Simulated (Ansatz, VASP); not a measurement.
**Two plane-wave programs on MgO**

```
Mg O
1.0
     0.00000    2.28201    2.32765
     2.28201    0.00000    2.32765
     2.28201    2.28201    0.00000
Mg O
1 1
Direct
  0.00000 0.00000 0.00000
  0.25000 0.25000 0.25000
```

Change from the starting cell: uniaxial_z strain +2.0%.

Alike in both runs: task single point; functional r2SCAN; k mesh 10 × 10 × 10; no spin polarisation.

```csv
,VASP,Ansatz
version,VASP 6.6.1,Ansatz 0.2.0
potentials or method,"VASP PAW PBE potentials, release 64 (Mg, O)","plane waves, PAW"
plane-wave cutoff (eV),520,500
occupations,"gaussian, width 0.01 eV",fixed
valence electrons in the cell,8,16
```

|  | VASP | Ansatz | Ansatz less VASP |
| --- | --- | --- | --- |
| gap on the k mesh at the Fermi level (eV) | 4.19 | 4.20 | +0.014 |
| pressure (GPa) | -3.0 | -2.4 | +0.59 |
| largest component of the traceless stress (GPa) | 0.69 | 0.68 | -0.006 |

The two sets of potentials don't hold the same shells in valence.

Caveats: the PAW data sets were made with another functional, which shifts forces and pressure a little (VASP).
